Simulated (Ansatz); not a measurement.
# Cu (Copper) (110): surface energy and levels, part 3 of 3

The task, for Cu (Copper): compute energy, relaxation and work function or band edges of the (110) face.

Ansatz 0.2.0; DFT LDA, scalar-relativistic, plane waves, PAW.

## Step 5: All atoms of the slab relaxed

Contents of input.yaml:

```yaml
crystal:
  lattice:
    - [2.4880527801, 0.0, 0.0]
    - [0.0, 3.5186379855, 0.0]
    - [0.0, 0.0, 27.4402639006]
  atoms:
    - { symbol: Cu, position: [0.5, 0.5, 0.2733209865] }
    - { symbol: Cu, position: [0.0, 0.0, 0.3186567892] }
    - { symbol: Cu, position: [0.5, 0.5, 0.3639925919] }
    - { symbol: Cu, position: [0.0, 0.0, 0.4093283946] }
    - { symbol: Cu, position: [0.5, 0.5, 0.4546641973] }
    - { symbol: Cu, position: [0.0, 0.0, 0.5] }
    - { symbol: Cu, position: [0.5, 0.5, 0.5453358027] }
    - { symbol: Cu, position: [0.0, 0.0, 0.5906716054] }
    - { symbol: Cu, position: [0.5, 0.5, 0.6360074081] }
    - { symbol: Cu, position: [0.0, 0.0, 0.6813432108] }
    - { symbol: Cu, position: [0.5, 0.5, 0.7266790135] }
basis:
  ecutwfc: 420
kpoints:
  mp_grid: { grid: [14, 10, 1] }
hamiltonian:
  xc: lda
scf:
  occupations: { method: gaussian, width: 0.1 }
output:
  forces: true
  eigenvalues: true
  write_density: true
  write_potential: true
  elf: true
  volumetric_format: npy
relax:
  adjacent_minimum: "off"
  f_tol: 0.02
  max_steps: 60
efield:
  axis: 3
  dipole_correction: true
```

Run with:

```sh
$ ansatz run input.yaml --threads 2 --pin off --max-ram 5120MiB --backend cpu --events-out ev --progress --plain --runs-dir out
```

Standard output:

```text
Warning: RAYON_NUM_THREADS=2 ignored (pool sized by the plan → 2); use --threads N
Engine: ansatz 0.2.0, aarch64-unknown-linux-gnu
Pseudopotentials: kind: paw
Pseudopotential: Cu, paw, valence charge 19, recommended cutoff 420 eV (normal), Cu.paw.azcp
Functional definition: SPW92
  exchange = slater_x
  correlation = pw_c
Crystal: 11 atoms, lattice volume = 240.227 Å³
Basis set: ecut = 420 eV, 4669 PW (Γ)
Bands: 126, of which v1, the nominal top of the filled ones, is band 105 counted from 1 (104 counted from 0)
Symmetry: 4 space group operations
k-points: 48 of 140
Non-local potential: Cu, projectors of the file, l = 0: 3, l = 1: 2, l = 2: 3, l = 3: 1
PAW form: soft (Blöchl's): semilocal exchange-correlation on the pseudo side does not see the compensation charge
PAW frozen core: Cu, regenerated for the run's functional, and the local potential with it (the file was generated under x = pbe(κ = 0.804, μ = 0.2195149727645171), c = pbe(β = 0.06672455060314922))
PAW one-centre angular grid: Cu, 590 points (default); XC on 64 Gauss nodes
Initial density: superposition of atomic densities (neutral atoms: chi_scale 0, normalization atom), corrected by the library's trained network
Initial wavefunctions: pseudopotential atomic-orbital guess
Functional: x = slater, c = lda
SCF iter   1: F=—  HF=-72110.633450 eV  |F-HF|=—  |Δ(HF+E_count)|=         —  Δρ=1.75e-2  dr2=7.25e-1  ethr=1.77e-3  p=0.000 e·Å  D=2.89e-13 V/Å  ΔV_dip=-0.00 eV  dr2_dipole=2.84e-9  V_vac-E_F(+/−)=4.43/4.43 eV  ⟨swp⟩=6.6  Hψ=23857  notcnv=0  defer=232
efield: sawtooth ramp at fractional position 0.9500 (placed from the atoms, in the widest stretch of the axis that holds none; the zero of the levels goes with the place), width 0.1000; the density the first Hamiltonian is built on has a dipole p = 0.000 e·Å; the dipole correction subtracts the counter field D = 2.89e-13 V/Å, which shifts the + side's vacuum level by -0.00 eV against the − side's; the planar-averaged density in the ramp window peaks in size at 1.5e-5 e/Å³
preconditioner: auto → LDOS  [metal: Δε(μ)=0.002 eV  Ē_g=9.223 eV  σ=0.100 eV  W_gap=0.01  n_scr=70 (ndim 8)  ℏωp=26.4 eV  f_vac=0.467  D(μ)=3.79/eV (n_scr^D=14)  β→1.0]
SCF iter   2: F=—  HF=-72111.364021 eV  |F-HF|=—  |Δ(HF+E_count)|=   7.31e-1  Δρ=4.77e-2  dr2=2.91e0  ethr=3.47e-4  p=0.000 e·Å  D=4.00e-6 V/Å  ΔV_dip=-0.00 eV  dr2_dipole=2.07e-8  V_vac-E_F(+/−)=4.83/4.83 eV  ⟨swp⟩=3.0  Hψ=14459  notcnv=0  defer=673  recentre
SCF iter   3: F=—  HF=-72110.553679 eV  |F-HF|=—  |Δ(HF+E_count)|=   8.10e-1  Δρ=4.84e-3  dr2=4.43e-2  ethr=3.47e-4  p=0.000 e·Å  D=1.40e-6 V/Å  ΔV_dip=-0.00 eV  dr2_dipole=1.33e-9  V_vac-E_F(+/−)=4.61/4.61 eV  ⟨swp⟩=2.5  Hψ=11861  notcnv=0  defer=685
SCF iter   4: F=—  HF=-72110.544851 eV  |F-HF|=—  |Δ(HF+E_count)|=   8.83e-3  Δρ=7.50e-4  dr2=1.27e-3  ethr=2.12e-5  p=0.000 e·Å  D=5.92e-7 V/Å  ΔV_dip=-0.00 eV  dr2_dipole=1.29e-11  V_vac-E_F(+/−)=4.65/4.65 eV  ⟨swp⟩=2.6  Hψ=9777  notcnv=0  defer=685
SCF iter   5: F=—  HF=-72110.544993 eV  |F-HF|=—  |Δ(HF+E_count)|=   1.42e-4  Δρ=3.69e-4  dr2=2.23e-4  ethr=6.10e-7  p=-0.000 e·Å  D=-3.23e-7 V/Å  ΔV_dip=0.00 eV  dr2_dipole=2.65e-10  V_vac-E_F(+/−)=4.65/4.65 eV  ⟨swp⟩=2.8  Hψ=10608  notcnv=0  defer=685
SCF iter   6: F=—  HF=-72110.545021 eV  |F-HF|=—  |Δ(HF+E_count)|=   2.78e-5  Δρ=1.70e-4  dr2=4.46e-5  ethr=1.07e-7  p=-0.000 e·Å  D=-3.52e-8 V/Å  ΔV_dip=0.00 eV  dr2_dipole=1.18e-11  V_vac-E_F(+/−)=4.65/4.65 eV  ⟨swp⟩=2.1  Hψ=8364  notcnv=0  defer=685
SCF iter   7: F=—  HF=-72110.545030 eV  |F-HF|=—  |Δ(HF+E_count)|=   8.95e-6  Δρ=8.28e-5  dr2=1.29e-5  ethr=4.78e-9  p=-0.000 e·Å  D=-7.35e-8 V/Å  ΔV_dip=0.00 eV  dr2_dipole=3.83e-12  V_vac-E_F(+/−)=4.66/4.66 eV  ⟨swp⟩=22.5  Hψ=71513  notcnv=0
iter 8 did not close the SCF: its close was put off until two iterations running show no level that it waits for move by more than its bar (scf_convergence_deferred on its scf_iter line)
SCF iter   8: F=-72110.545031 eV  HF=-72110.545031 eV  |F-HF|=4.65e-7  |Δ(HF+E_count)|=   7.70e-7  Δρ=1.84e-5  dr2=7.53e-7  ethr=4.78e-9  p=-0.000 e·Å  D=-1.32e-8 V/Å  ΔV_dip=0.00 eV  dr2_dipole=1.75e-12  V_vac-E_F(+/−)=4.66/4.66 eV  ⟨swp⟩=15.8  Hψ=59439  notcnv=0
SCF iter   9: F=-72110.545032 eV  HF=-72110.545031 eV  |F-HF|=1.79e-7  |Δ(HF+E_count)|=   6.00e-7  Δρ=1.16e-5  dr2=2.21e-7  ethr=3.60e-10  p=-0.000 e·Å  D=-3.44e-9 V/Å  ΔV_dip=0.00 eV  dr2_dipole=1.77e-15  V_vac-E_F(+/−)=4.66/4.66 eV  ⟨swp⟩=11.9  Hψ=48560  notcnv=0
SCF 1 converged in 9 iterations: F = -72110.545032 eV  dr2 = 2.21e-7
relax step   1: F+E_penalty+E_count = -72110.54503156 eV  Δ(F+E_penalty+E_count) = +0.000e0 eV  max|allowed force component| = 5.345e-1 eV/Å  Δτ_max = 0.0000 Å  (9 SCF iters, dr2 threshold 1.00e-5 eV, accepted)
[... 12 lines left out ...]
relax step   2: F+E_penalty+E_count = -72110.58211379 eV  Δ(F+E_penalty+E_count) = -3.708e-2 eV  max|allowed force component| = 3.613e-1 eV/Å  Δτ_max = 0.0385 Å  (6 SCF iters, dr2 threshold 1.79e-5 eV, accepted)
[... 12 lines left out ...]
relax step   3: F+E_penalty+E_count = -72110.61404501 eV  Δ(F+E_penalty+E_count) = -3.193e-2 eV  max|allowed force component| = 2.994e-2 eV/Å  Δτ_max = 0.0710 Å  (8 SCF iters, dr2 threshold 8.16e-6 eV, accepted)
[... 10 lines left out ...]
relax step   4: F+E_penalty+E_count = -72110.61421579 eV  Δ(F+E_penalty+E_count) = -1.708e-4 eV  max|allowed force component| = 3.901e-3 eV/Å  Δτ_max = 0.0047 Å  (7 SCF iters, accepted)
WARN: The output density's exchange-correlation potential varies sharply where the density is thin. Do not read a vacuum level from v_tot or v_xc, or from such a field of the output density. On a cell that repeats whose density bears no net charge and no dipole along the vacuum's axis use v_es (v_loc + v_h of the components); under efield.dipole_correction with no amplitude use v_es + v_field, which holds any external_charges[].barrier, or the levels of the report's work_function block, which leave it out; under a non-zero efield.amplitude the vacuum is tilted and has no level; on a cell that repeats and bears such a dipole with no correction it is tilted too, and efield.dipole_correction with no amplitude gives each side of its ramp a level where efield: is served; in a cell that repeats whose density bears a net charge (total_charge, or a fill off its count) it is curved and has none; of a slab under crystal.periodic whose density bears no net charge use v_es, which has a level on each side, short of where the two are joined; of another it falls or rises all the way out and has none; of a slab beside external_charges read slab_vacuum_level instead, which it has where they leave it neutral. The grid or the basis barely resolves most such structure, and the values can differ between equally converged runs; as a rule a tighter scf.convergence.dr2_threshold does not remove it. Where the density itself ripples (under the LDA too) a higher basis.ecutwfc lessens it. The files hold the spikes' plane waves up to the density's cutoff. Files: v_tot_of_output_density and the like, and their columns of v_z.tsv (output.write_potential); v_xc_of_output_density and the like, and their columns of v_comp_z.tsv (output.write_potential_components). Measured: with its Gaussian average of σ = 0.25 Å subtracted twice, the exchange-correlation potential is over 0.1 eV at 72 of the grid points where the equally averaged density (valence and model cores) is under 1e-3 e/Å³, and 0.222 eV at the most among them, at an averaged density of 1.8e-5 e/Å³. The input density's (outcome.potential() and, of a run that writes arrays, v_tot and v_xc) is over 0.1 eV, so measured, at 111 points of its own thin density, 0.221 eV at the most. See output.write_potential in the manual, Limitations
SCF converged after 7 iterations
Free energy (F): -72110.614216 eV
Harris-Foulkes:  -72110.614216 eV  (|F-HF|=4.43e-8)
Internal energy: -72110.594166 eV  (E = F + TS)
E sigma→0 (E₀):  -72110.604191 eV
Entropy (-TS):   -0.020050 eV (-1.823 meV/atom)
Fermi energy:    6.736917 eV
Dipole field:    D = -0.000000 V/Å  (p = -0.000000 e·Å, saw-weighted, corrected)
Work function:   Φ+ = 4.6938 eV   Φ− = 4.6938 eV
Levels:          The Fermi level and band energies are counted from a zero that moves with the ramp; work functions are not
--- Per-component energies (eV) ---
  E_band       = -6041.588010
  E_kinetic    = 3315.224669
  E_local      = -571848.982454  (includes V_loc(G=0)·N_el)
  E_nonlocal   = 4336.241336
  E_hartree    = 282200.781479
  E_xc         = -984.068390
  E_vxc        = -1276.349288  (∫ρ·V_xc dr)
  E_paw        = -17524.204750  (= ΣΔE_a)
  E_vpaw       = -4969.238538  (= ΣTr[D̂ρ^β])
  E_aug_tail   = 0.002680  (compensation charges beyond the density's cutoff)
  E_efield     = 0.000000  (sawtooth field / dipole correction)
  E_vefield    = 0.000000  (∫n·V_field dr)
  E_ewald      = 228389.465003
  E_core_change = 4.946261  (= ΣΔE_core)
  E_smearing   = -0.020050  (= −TS)
  E_closure    = 0.000000  (closes the sum)
  Σ components = -72110.614216   (vs F -72110.614216, Δ=0.00e0)
--- Forces (eV/Å), atoms counted from 1 ---
  atom   1  Cu     0.00000000     0.00000000     0.00113679
  atom   2  Cu     0.00000000     0.00000000     0.00116612
  atom   3  Cu     0.00000000    -0.00000000    -0.00057833
  atom   4  Cu     0.00000000    -0.00000000    -0.00390092
  atom   5  Cu     0.00000000     0.00000000     0.00199859
  atom   6  Cu     0.00000000     0.00000000     0.00000000
  atom   7  Cu     0.00000000    -0.00000000    -0.00199880
  atom   8  Cu     0.00000000     0.00000000     0.00390068
  atom   9  Cu     0.00000000     0.00000000     0.00057825
  atom  10  Cu     0.00000000    -0.00000000    -0.00116589
  atom  11  Cu     0.00000000    -0.00000000    -0.00113617
  max |Σ_I F_I| component: 3.19e-7 eV/Å
--- Band table (eV; the first three rows and the last of 48) ---
  k-point 0: bands = ["-105.2828", "-105.2683", "-105.2671", "-105.2287", "-105.2268", "-105.2182", "-105.2182", "-105.1750", "-105.1750", "-104.7146", "-104.7146", "-63.1422", "-63.1342", "-63.1221", "-63.1020", "-63.1010", "-63.0827", "-63.0774", "-63.0536", "-63.0527", "-63.0508", "-63.0438", "-63.0398", "-63.0346", "-63.0230", "-63.0213", "-63.0060", "-63.0036", "-63.0002", "-62.9979", "-62.9915", "-62.9893", "-62.9858", "-62.9852", "-62.9684", "-62.9674", "-62.9484", "-62.9484", "-62.5512", "-62.5512", "-62.5270", "-62.5270", "-62.4981", "-62.4981", "-3.1940", "-2.6182", "-1.7303", "-0.6062", "0.6233", "1.3635", "1.6042", "1.7222", "1.8383", "1.9711", "2.0423", "2.1626", "2.2868", "2.5413", "2.7586", "2.8315", "2.8421", "2.9195", "3.0097", "3.0635", "3.1855", "3.2733", "3.2901", "3.4142", "3.4154", "3.4607", "3.4763", "3.5325", "3.5420", "3.7188", "3.7189", "3.8146", "3.8231", "3.9199", "3.9736", "3.9866", "4.1199", "4.1246", "4.1413", "4.1452", "4.2804", "4.2940", "4.3569", "4.4158", "4.4243", "4.4330", "4.5337", "4.5703", "4.6719", "4.7035", "4.7675", "4.7879", "4.9333", "4.9971", "5.0378", "5.0547", "5.0934", "5.1860", "5.2745", "5.2779", "5.8321", "6.8720", "8.4568", "8.4846", "9.5498", "10.1102", "10.9411", "11.2599", "11.4684", "12.5670", "12.8204", "12.8241", "14.4393", "14.4393", "14.6668", "14.9087", "14.9457", "15.3332", "16.0146", "16.5367", "16.7863", "17.6046"]
[... 3 lines left out ...]
--- Relaxed structure (4 steps of the walk, 4 accepted, 0 SCFs on fresh bases) ---
  F+E_penalty+E_count = -72110.61421579 eV   max|allowed force component| = 3.901e-3 eV/Å
  atoms:
    - { symbol: Cu, position: [0.5, 0.4999999999999999, 0.2771377531287501] }
    - { symbol: Cu, position: [0.0, -4.1056581761372903e-19, 0.3177083950696077] }
    - { symbol: Cu, position: [0.5, 0.4999999999999999, 0.36493430167230523] }
    - { symbol: Cu, position: [0.0, 1.0598445330397532e-19, 0.4095732153549535] }
    - { symbol: Cu, position: [0.5, 0.4999999999999999, 0.4548636993859133] }
    - { symbol: Cu, position: [0.0, 7.638798118316034e-25, 0.5000000017645383] }
    - { symbol: Cu, position: [0.5, 0.4999999999999999, 0.5451363021717354] }
    - { symbol: Cu, position: [0.0, -1.0598348088533697e-19, 0.5904267868913028] }
    - { symbol: Cu, position: [0.5, 0.4999999999999999, 0.6350656978928382] }
    - { symbol: Cu, position: [0.0, 4.1056496566495063e-19, 0.6822916029624174] }
    - { symbol: Cu, position: [0.5, 0.4999999999999999, 0.7228622437056375] }
```

Run time: 10 min. Hardware: 2 threads of Arm Neoverse V1, shared host; peak memory 1.3 GiB.

Relaxation path:

```csv
step,energy from step 1 (eV/cell),largest force component (eV/Å)
1,0.0000,0.5345
2,-0.0371,0.3613
3,-0.0690,0.0299
4,-0.0692,0.0039
```

Step 1 is the start.

Read from this run: work function 4.69 eV.

Plane-averaged electrostatic potential energy of an electron across the slab, counted from the Fermi level:

z (Å), V (eV) and a bar:
```
     1.72       4.69 ##############################
     2.29       4.69 ##############################
     2.57       4.69 ##############################
     3.14       4.69 ##############################
     3.72       4.69 ##############################
     4.29       4.69 ##############################
     4.57       4.68 ##############################
     5.15       4.65 ##############################
     5.72       4.49 ##############################
     6.00       4.27 #############################
     6.57       2.81 ##########################
     7.15      -5.41 ###########
     7.72     -10.71 #
     8.00     -10.74 #
     8.58     -11.08 
     9.15      -8.56 #####
     9.43      -7.73 ######
    10.00     -10.87 
    10.58      -8.96 ####
    11.15     -10.87 
    11.43     -10.45 #
    12.01      -8.89 ####
    12.58     -10.82 #
    12.86      -9.40 ###
    13.43      -9.96 ##
    14.01      -9.96 ##
    14.58      -9.40 ###
    14.86     -10.82 #
    15.44      -8.89 ####
    16.01     -10.45 #
    16.29     -10.87 
    16.86      -8.96 ####
    17.44     -10.87 
    18.01      -7.73 ######
    18.29      -8.56 #####
    18.87     -11.08 
    19.44     -10.74 #
    19.72     -10.71 #
    20.29      -5.41 ###########
    20.87       2.81 ##########################
    21.44       4.27 #############################
    21.72       4.49 ##############################
    22.30       4.65 ##############################
    22.87       4.68 ##############################
    23.15       4.69 ##############################
    23.72       4.69 ##############################
    24.30       4.69 ##############################
    24.87       4.69 ##############################
    25.15       4.69 ##############################
    25.73       4.69 ##############################
```

Density in a lattice plane of the grid's cell (edges 2.49 and 27.44 Å, at 0.500 of the third edge), which holds Cu.

Ten even steps from '0' (-0.01 e/Å³) to '9' (51.90 e/Å³):
```
000000
000000
000000
000000
000000
000000
001310
000000
002920
000000
002920
000000
001310
000000
000000
000000
000000
000000
000000
000000
```
Columns run along the first of these edges and rows up along the second, over one cell in 6 and 20 even steps from the bottom left corner. Atoms in the plane (fractional): Cu at (0.50, 0.28), Cu at (0.50, 0.36), Cu at (0.50, 0.45), Cu at (0.50, 0.55), Cu at (0.50, 0.64), Cu at (0.50, 0.72).

ELF in the same plane.

Ten even steps from '0' (0.00) to '9' (0.87):
```
000000
000000
000000
000000
222222
222222
213531
222222
225952
222222
225952
222222
213531
222222
222222
000000
000000
000000
000000
000000
```
Columns run along the first of these edges and rows up along the second, over one cell in 6 and 20 even steps from the bottom left corner. Atoms in the plane (fractional): Cu at (0.50, 0.28), Cu at (0.50, 0.36), Cu at (0.50, 0.45), Cu at (0.50, 0.55), Cu at (0.50, 0.64), Cu at (0.50, 0.72).

Both are smooth fields of the valence electrons: close to the nuclei they are not physical.

## Step 6: What the (110) slab gives

The surface energy is (E_slab − N·E_bulk) / 2A, with N = 11 atoms and A = 8.75 Å².

|  | as cut | relaxed |
| --- | --- | --- |
| surface energy, mean of both faces | 2.19 J/m² | 2.12 J/m² |
| work function | 4.66 eV | 4.69 eV |
| dipole along +c (e·Å/cell) | 0.000 | 0.000 |

Spacings of the planes, from the bottom up:

```
plane  atoms  spacing to the next, as cut (Å)  relaxed (Å)  change (%)  rumpling (Å)
    1     Cu                            1.244        1.113       -10.5         0.000
    2     Cu                            1.244        1.296        +4.2         0.000
    3     Cu                            1.244        1.225        -1.5         0.000
    4     Cu                            1.244        1.243        -0.1         0.000
    5     Cu                            1.244        1.239        -0.4         0.000
    6     Cu                            1.244        1.239        -0.4         0.000
    7     Cu                            1.244        1.243        -0.1         0.000
    8     Cu                            1.244        1.225        -1.5         0.000
    9     Cu                            1.244        1.296        +4.2         0.000
   10     Cu                            1.244        1.113       -10.5         0.000
   11     Cu                                                                   0.000
```

## Step 7: What came out

What follows sums up all 3 parts.

| quantity | value |
| --- | --- |
| surface energy, (110), cut with Cu on top | 2.12 J/m² |
| work function, (110), cut with Cu on top | 4.69 eV |

The outermost spacing of (110) contracts by 10.5 %, and relaxation gains 0.063 J/m² a face.
